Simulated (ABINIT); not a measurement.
Input of an ABINIT 10.8.3 (patched build) run:

run.abi

```
pp_dirpath "./"
pseudos "Hf.GGA_PBE-JTH.xml, O.GGA_PBE-JTH.xml"

acell 6.8348581746 6.8348581746 6.8348581746
rprim
     0.0000000000     0.7071067812     0.7071067812
     0.7071067812     0.0000000000     0.7071067812
     0.7071067812     0.7071067812     0.0000000000
ntypat 2
znucl 72 8
natom 3
typat 1 2 2
xred
     0.0000000000     0.0000000000     0.0000000000
     0.7500000000     0.7500000000     0.7500000000
     0.2500000000     0.2500000000     0.2500000000

ecut 28.0
pawecutdg 50.0

kptopt 1
ngkpt 9 9 9
nshiftk 1
shiftk 0.0 0.0 0.0

ixc 7

nband 16
occopt 3
tsmear 0.00183747

nstep 100
tolvrs 1.0e-9

iomode 3
prtwf 0
prtden 0
prteig 0
prtebands 0
enunit 1
```

Potentials or basis: JTH PAW PBE v2.0.

The run is started by

```bash
$ abinit run.abi > log 2>&1
```

(1) Estimate the pressure.

(2) Estimate the band gap on the k mesh.

Answers

(1) -19.5 GPa.

(2) 3.62 eV, indirect (least direct gap 3.74 eV).

Caveat: the PAW data sets were made with another functional, which shifts forces and pressure a little; spin-orbit coupling is left out, which moves the levels of the heavy elements; an odd mesh through Γ misses points on the zone boundary, where band edges often lie.
